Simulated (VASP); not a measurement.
CdTe in VASP 6.6.1, single-point calculation

INCAR

```
IBRION = -1
SIGMA = 0.2
LWAVE = .FALSE.
PREC = Accurate
ISIF = 2
NSW = 0
ENCUT = 520
NELM = 77
NBANDS = 16
ISMEAR = -1
LASPH = .TRUE.
GGA = PE
EDIFF = 1E-7
LREAL = .FALSE.
LCHARG = .FALSE.
```

KPOINTS

```
KPOINTS created by Atomic Simulation Environment
0
Gamma
6 6 6
0 0 0
```

POSCAR

```
Cd Te
 1.0000000000000000
     0.0000000000000000    3.2799551162000000    3.4111533208000000
     3.2799551162000000    0.0000000000000000    3.4111533208000000
     3.2799551162000000    3.2799551162000000    0.0000000000000000
 Cd  Te
   1   1
Cartesian
  0.0000000000000000  0.0000000000000000  0.0000000000000000
  1.6399775581000000  1.6399775581000000  1.7055766604000004
```

The recommended PBE PAW datasets give the neutral cell 18 valence electrons.

Command

```
mpirun -np 1 vasp_std
```

OSZICAR

```
N       E                     dE             d eps       ncg     rms          rms(c)
DAV:   1     0.981659424514E+02    0.98166E+02   -0.82334E+03   968   0.966E+02
DAV:   2    -0.143628317532E+01   -0.99602E+02   -0.95348E+02  1176   0.232E+02
DAV:   3    -0.500691457310E+01   -0.35706E+01   -0.35663E+01  1128   0.452E+01
DAV:   4    -0.504277539831E+01   -0.35861E-01   -0.35859E-01  1504   0.399E+00
DAV:   5    -0.504287299079E+01   -0.97592E-04   -0.97592E-04  1200   0.189E-01    0.482E+00
DAV:   6    -0.481906522145E+01    0.22381E+00   -0.37924E-01  1128   0.691E+00    0.407E+00
DAV:   7    -0.480416924857E+01    0.14896E-01   -0.99667E-02  1120   0.200E+00    0.161E+00
DAV:   8    -0.480512134740E+01   -0.95210E-03   -0.95674E-03  1104   0.108E+00    0.433E-01
DAV:   9    -0.480547350321E+01   -0.35216E-03   -0.98532E-04  1176   0.307E-01    0.919E-02
DAV:  10    -0.480552615195E+01   -0.52649E-04   -0.10538E-04  1264   0.997E-02    0.549E-02
DAV:  11    -0.480556798644E+01   -0.41834E-04   -0.79114E-05  1096   0.514E-02    0.358E-02
DAV:  12    -0.480556715056E+01    0.83589E-06   -0.30127E-06  1272   0.124E-02    0.203E-02
DAV:  13    -0.480556704415E+01    0.10641E-06   -0.69550E-07  1224   0.378E-03    0.114E-02
DAV:  14    -0.480556717266E+01   -0.12851E-06   -0.62880E-07  1192   0.414E-03    0.598E-03
DAV:  15    -0.480556720879E+01   -0.36126E-07   -0.47594E-08  1032   0.182E-03
   1 F= -.48055672E+01 E0= -.48007726E+01  d E =-.958927E-02
```

Standard output (part)

```
POSCAR found type information on POSCAR CdTe
 POSCAR found :  2 types and       2 ions
 LDA part: xc-table for (Slater+PW92), standard interpolation
 POSCAR, INCAR and KPOINTS ok, starting setup
 WAVECAR not read
 entering main loop
```

From OUTCAR

```
k-points           NKPTS =     30   k-points in BZ     NKDIM =     30   number of bands    NBANDS=     16

   NELECT =      18.0000    total number of electrons

   dimension x,y,z NGX =    36 NGY =   36 NGZ =   36
   dimension x,y,z NGXF=    72 NGYF=   72 NGZF=   72

  energy-cutoff  :      520.00
  volume of cell :       73.40
      direct lattice vectors                 reciprocal lattice vectors
     0.000000000  3.279955116  3.411153321    -0.152441110  0.152441110  0.146577991
     3.279955116  0.000000000  3.411153321     0.152441110 -0.152441110  0.146577991
     3.279955116  3.279955116  0.000000000     0.152441110  0.152441110 -0.146577991

 k-points in reciprocal lattice and weights: KPOINTS created by Atomic Simulation Env
   0.00000000  0.00000000  0.00000000       0.005
   0.16666667  0.00000000  0.00000000       0.037
   0.33333333  0.00000000  0.00000000       0.037
   0.50000000  0.00000000  0.00000000       0.019
   0.16666667  0.16666667  0.00000000       0.009
   0.33333333  0.16666667  0.00000000       0.037
   0.50000000  0.16666667  0.00000000       0.037
  -0.33333333  0.16666667  0.00000000       0.037
   ...

 E-fermi :   2.3216

 k-point     1 :       0.0000    0.0000    0.0000
  band No.  band energies     occupation
      1      -9.0756      2.00000
      2      -6.3680      2.00000
      3      -6.3584      2.00000
      4      -6.3584      2.00000
      5      -6.1549      2.00000
      6      -6.1527      2.00000
      7       1.6056      1.94576
      8       1.7339      1.89943
      9       1.7339      1.89943
     10       2.2311      1.22239
     11       6.3395      0.00000
     12       6.3395      0.00000
     13       6.3544      0.00000
     14       9.0480      0.00000
     15      10.6292      0.00000
     16      11.1771      0.00000

 k-point     2 :       0.1667    0.0000    0.0000
  band No.  band energies     occupation
      1      -8.9922      2.00000
      2      -6.3504      2.00000
      3      -6.3436      2.00000
      4      -6.2865      2.00000
      5      -6.1544      2.00000
      6      -6.1543      2.00000
      7       0.0451      1.99998
      8       1.4420      1.97569
      9       1.5538      1.95787
     10       3.3611      0.01100
     11       6.3495      0.00000
     12       6.6595      0.00000
     13       6.6701      0.00000
     14       9.8642      0.00000
     15      10.1435      0.00000
     16      10.2757      0.00000

 k-point     3 :       0.3333    0.0000    0.0000
  band No.  band energies     occupation
      1      -8.8264      2.00000
      2      -6.3252      2.00000
      3      -6.3174      2.00000
      4      -6.1536      2.00000
      5      -6.1506      2.00000
      6      -6.0497      2.00000
      7      -1.5972      2.00000
      8       1.0891      1.99580
      9       1.2474      1.99075
     10       3.5145      0.00512
     11       6.8369      0.00000
     12       7.0023      0.00000
     13       7.7591      0.00000
     14       9.7420      0.00000
     15      10.4833      0.00000
     16      10.5289      0.00000

 ...

  Total       -0.0302970     -0.0302970     -0.3448606      0.0000000      0.0000000      0.0000000
  in kB       -0.6613690     -0.6613690     -7.5281300      0.0000000      0.0000000      0.0000000
  external PRESSURE =      -2.9502894 kB  Pullay stress =       0.0000000 kB

 POSITION                                       TOTAL-FORCE (eV/Angst)
 -----------------------------------------------------------------------------------
      0.00000      0.00000      0.00000         0.000000      0.000000     -0.000000
      1.63998      1.63998      1.70558        -0.000000     -0.000000      0.000000
 -----------------------------------------------------------------------------------
    total drift:                               -0.000001     -0.000001     -0.000000

  FREE ENERGIE OF THE ION-ELECTRON SYSTEM (eV)
  ---------------------------------------------------
  free  energy   TOTEN  =        -4.8055672088 eV

  energy  without entropy=       -4.7959779433  energy(sigma->0) =       -4.80077258
```

It converged. Results: gap between bands v and c on the k mesh 0.50 eV; least direct gap on the k mesh 0.50 eV; pressure -0.3 GPa. Band v is the last that the valence electrons fill when counted band by band, and c is the next.

For comparison, a separate PBE run of the intended cell, on usual settings and not on those above, gives a gap of 0.50 eV on its mesh and a pressure of -0.3 GPa.

The run above took about 34 s on one core of a shared host (Intel Xeon Platinum 8488C) and held 0.21 GiB at most.
